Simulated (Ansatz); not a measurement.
MnSb:

```
CELL_PARAMETERS angstrom
4.15000 0.00000 0.00000
-2.07500 3.59401 0.00000
0.00000 0.00000 5.78000
ATOMIC_POSITIONS crystal
Sb 0.66667 0.33333 0.75000
Sb 0.33333 0.66667 0.25000
Mn 0.00000 0.00000 0.50000
Mn 0.00000 0.00000 0.00000
```

Base run:

| Item | Value |
| --- | --- |
| Program | Ansatz 0.2.0 |
| Functional | LDA |
| Potentials or basis | Ansatz PAW |
| Cutoff | 420 eV |
| Density cutoff | 1680 eV |
| k mesh | 7 × 7 × 5 |
| Occupations | fermi-dirac, width 0.05 eV |
| Spin | collinear spin, ferromagnetic start |
| Starting moments | [0.0, 0.0, 4.0, 4.0] μB |
| Hubbard terms | Mn d U = 1 eV |

Its results: band gap on the k mesh none (metal or under the smearing width); pressure -6.9 GPa; net moment 7.13 μB per cell; site moments Sb -0.12; Mn +3.62 μB.

Problem. The run is repeated on the same cell with these changes: hubbard terms from Mn d U = 1 eV to Mn d U = 4.5 eV. What comes out?

Solution. Band gap on the k mesh none (metal or under the smearing width); pressure 2.5 GPa; net moment 8.17 μB per cell; site moments Sb -0.18; Mn +4.19 μB.

Caveats: the magnetic or orbital state may not be the lowest; only a ferromagnetic start was run, and an antiferromagnetic order may lie lower in energy; the PAW data sets come from PBE, with cores solved anew for the run's functional, which leaves a small shift of forces and pressure; the U is typed as a test and isn't derived for this compound.

Not every run made on this cell is shown here.
